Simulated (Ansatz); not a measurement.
# Si: the order of phases at one pressure, part 2 of 2

Which of fcc, bcc, hcp, beta tin, sc, graphite has the lowest enthalpy for Si at one common pressure? The runs shown use LAPW. Companion runs by PAW are cited.

Ansatz 0.2.0; DFT PBE; a cell built from a prototype (fcc type), not taken from measurement. Earlier steps stand in the parts before.

## Step 6: Sc relaxed under pressure, LAPW

Contents of input.yaml:

```yaml
crystal:
  lattice:
    - [2.2944710605, 0.0, 0.0]
    - [0.0, 2.2944710605, 0.0]
    - [0.0, 0.0, 2.2944710605]
  atoms:
    - { symbol: Si, position: [0.0, 0.0, 0.0] }
kpoints:
  mp_grid: { grid: [16, 16, 16] }
scf:
  occupations: { method: fermi_dirac, width: 0.1 }
hamiltonian:
  xc: pbe
  pseudopotentials: { kind: all_electron, lapw: { basis_error: 0.0005 } }
output:
  forces: true
  stress: true
  eigenvalues: true
relax:
  f_tol: 0.005
  max_steps: 12
  cell: { p_target: 55.0, stress_tol: 0.03 }
```

Run with:

```bash
> ansatz run input.yaml --threads 1 --pin off --max-ram 3584MiB --backend cpu --events-out ev --progress --plain --runs-dir out
```

Output (excerpt; [...] marks lines left out):

```text
[...]
LAPW: plane waves up to 8.659 Å⁻¹, error target 5.0e-4 eV per atom; small_component_spin mean_spin; Si in spheres of 1.113 Å, 12 of its electrons in bands, Dirac shells []
[...]
Pseudopotentials: kind: all_electron
Pseudopotential: Si, LAPW, valence charge 12, Koelling and Harmon's equation, gaussian nucleus
Functional definition: PBE
[...]
Crystal: 1 atoms, lattice volume = 12.079 Å³
Basis set: ecut = 285.6549458080668 eV, 123 PW (Γ), exchange–correlation at level 2
Bands: 10, of which v1, the nominal top of the filled ones, is band 6 counted from 1 (5 counted from 0)
Symmetry: 48 space group operations
Space group: Pm-3m (ITA 221), of the structure as read, at distance tolerance 2.3e-5 Å
k-points: 165 of 4096
[...]
SCF iter   1: F=—  HF=-7891.372159 eV  |F-HF|=—  |Δ(HF+E_count)|=         —  Δρ=2.45e-2  dr2=4.21e-2  ethr=3.49e-4  ⟨swp⟩=2.9  Hψ=12416  notcnv=0
[...]
E sigma→0 (E₀):  -7891.367688 eV
Entropy (-TS):   -0.009214 eV (-9.214 meV/atom)
Fermi energy:    15.014354 eV
[...]
--- Forces (eV/Å), atoms counted from 1 ---
  atom   1  Si     0.00000000     0.00000000     0.00000000
[...]
--- Stress (GPa, compression-positive) ---
       54.981358       0.000000       0.000000
        0.000000      54.981358      -0.000000
        0.000000      -0.000000      54.981358
  P = ⅓ Tr σ = 54.9814 GPa (549.814 kbar)
--- Band table (eV; the first three rows and the last of 165) ---
  k-point 0: bands = ["-118.9986", "-75.0015", "-75.0015", "-75.0015", "-0.9508", "22.5281", "22.5281", "24.8375", "24.8375", "24.8375"]
[...]
--- Relaxed structure (2 steps of the walk, 2 accepted, 1 SCFs on fresh bases) ---
  F+E_penalty+E_count = -7891.37229552 eV   max|allowed force component| = 0.000e0 eV/Å   (the final SCF, on the basis selected at the relaxed cell)
  cell:  # Å, volume = 12.0748 Å³
    - [2.294177313651007, 0.0, 0.0]
    - [0.0, 2.294177313651007, 0.0]
    - [0.0, 0.0, 2.294177313651007]
  atoms:
    - { symbol: Si, position: [0.0, 0.0, 0.0] }
```

Run time: 9.2 s. Hardware: 1 thread of Intel Xeon Platinum 8488C (Sapphire Rapids), shared host; peak memory 0.32 GiB.

The steps of the relaxation:

```
step  energy from step 1 (eV/cell)  largest force component (eV/Å)  pressure (GPa)  volume (Å³)
   1                        0.0000                          0.0000           54.87        12.08
   2                        0.0016                          0.0000           54.98        12.07
   3                        0.0016                          0.0000           54.98        12.07
```

Step 1 is the start. Step 3 repeats the geometry before on a plane-wave basis chosen anew for that cell, so the energy can jump there without any move; the table keeps such jumps.

| input's cell | before | after | change |
| --- | --- | --- | --- |
| a (Å) | 2.294 | 2.294 | -0.0 % |
| b (Å) | 2.294 | 2.294 | -0.0 % |
| c (Å) | 2.294 | 2.294 | -0.0 % |
| volume (Å³/atom) | 12.08 | 12.07 | -0.0 % |

Read from it: pressure 54.98 GPa; no gap.

## Step 7: Graphite at the cell that PAW relaxed, LAPW

Contents of input.yaml:

```yaml
crystal:
  lattice:
    - [3.7493817719, 0.0, 0.0]
    - [-1.874690886, 3.247059863, 0.0]
    - [0.0, 0.0, 4.2983621483]
  atoms:
    - { symbol: Si, position: [0.0, 0.0, 0.25] }
    - { symbol: Si, position: [0.0, 0.0, 0.75] }
    - { symbol: Si, position: [0.3333333333, 0.6666666667, 0.25] }
    - { symbol: Si, position: [0.6666666667, 0.3333333333, 0.75] }
kpoints:
  mp_grid: { grid: [12, 12, 4] }
scf:
  occupations: { method: fermi_dirac, width: 0.1 }
hamiltonian:
  xc: pbe
  pseudopotentials: { kind: all_electron, lapw: { basis_error: 0.0005 } }
output:
  forces: true
  stress: true
  eigenvalues: true
  populations: true
```

Run with:

```bash
> ansatz run input.yaml --threads 1 --pin off --max-ram 3584MiB --backend cpu --events-out ev --progress --plain --runs-dir out
```

Output (excerpt; [...] marks lines left out):

```text
Si: projections on atomic orbitals take those of the free atom 1s2 2s2 2p6 3s2 3p2, of charge +0.00 (hamiltonian.pseudopotentials.projection_atoms)
LAPW: plane waves up to 9.095 Å⁻¹, error target 5.0e-4 eV per atom; small_component_spin mean_spin; Si in spheres of 1.075 Å, 12 of its electrons in bands, Dirac shells []
[...]
Pseudopotentials: kind: all_electron
Pseudopotential: Si, LAPW, valence charge 12, Koelling and Harmon's equation, gaussian nucleus
Functional definition: PBE
[...]
Crystal: 4 atoms, lattice volume = 52.330 Å³
Basis set: ecut = 315.1713002855578 eV, 685 PW (Γ), exchange–correlation at level 2
Bands: 29, of which v1, the nominal top of the filled ones, is band 24 counted from 1 (23 counted from 0)
Symmetry: 24 space group operations
Space group: P63/mmc (ITA 194), of the structure as read, at distance tolerance 3.7e-5 Å
k-points: 57 of 576
[...]
SCF converged after 8 iterations
Free energy (F): -31564.271495 eV
[...]
E sigma→0 (E₀):  -31564.249504 eV
Entropy (-TS):   -0.043981 eV (-10.995 meV/atom)
Fermi energy:    13.671911 eV
[...]
--- Forces (eV/Å), atoms counted from 1 ---
  atom   1  Si     0.00000000     0.00000000     0.00000000
  atom   2  Si    -0.00000000    -0.00000000    -0.00000000
  atom   3  Si     0.00000000    -0.00000000    -0.00000000
  atom   4  Si    -0.00000000     0.00000000     0.00000000
[...]
--- Stress (GPa, compression-positive) ---
       54.871166       0.000000      -0.000000
        0.000000      54.871166      -0.000000
       -0.000000      -0.000000      54.890106
  P = ⅓ Tr σ = 54.8775 GPa (548.775 kbar)
--- Band table (eV; the first three rows and the last of 57) ---
[...]
--- Löwdin populations: 4 sites ---
  site symbol       q [e]
     0     Si     13.9065
     1     Si     13.9065
     2     Si     13.9040
     3     Si     13.9040
  spilling = 0.006768 (of n_electrons = 56.000000)
```

Wall time 18 s (1 thread of Intel Xeon Platinum 8488C (Sapphire Rapids), shared host); peak memory 0.44 GiB.

This run gives: pressure 54.88 GPa; no gap.

## Step 8: Side by side

Rows by PAW come from runs of the same series that aren't printed here.

Enthalpy per atom, H = F + pV at p = 55 GPa, from each method's lowest phase:

```
             method     start  space group, start → end  volume (Å³/atom)  pressure (GPa)  enthalpy (meV/atom)
               LAPW       fcc             Fm-3m → Fm-3m            10.428            55.0                 25.6
               LAPW       bcc             Im-3m → Im-3m            10.769            55.0                117.2
               LAPW       hcp       P6_3/mmc → P6_3/mmc            10.542            55.0                  0.0
               LAPW  beta tin       I4_1/amd → I4_1/amd            11.612            55.0                167.1
               LAPW        sc             Pm-3m → Pm-3m            12.075            55.0                437.3
LAPW, at PAW's cell  graphite                  P6_3/mmc            13.083            54.9               1087.6
                PAW       fcc             Fm-3m → Fm-3m            10.426            55.0                 25.2
                PAW       bcc             Im-3m → Im-3m            10.768            55.0                117.5
                PAW       hcp       P6_3/mmc → P6_3/mmc            10.541            55.0                  0.0
                PAW  beta tin       I4_1/amd → I4_1/amd            11.616            55.0                169.3
                PAW        sc             Pm-3m → Pm-3m            12.079            55.0                440.2
                PAW  graphite       P6_3/mmc → P6_3/mmc            13.083            55.0               1090.2
```

## Step 9: Outcome

The summary covers parts 1 to 2.

```
     quantity                         value
     pressure                        55 GPa
lowest (LAPW)  hcp, 25.6 meV/atom under fcc
 lowest (PAW)  hcp, 25.2 meV/atom under fcc
```

What this shows: By LAPW the order is hcp < fcc < bcc < beta tin < sc < graphite. By PAW the order is hcp < fcc < bcc < beta tin < sc < graphite. The methods agree on the lowest phase. Only these structures were tried, with electrons smeared by 0.1 eV and without vibrations, so the true ground state may be another. The k meshes differ between phases and weren't tested, which can move differences by some meV.
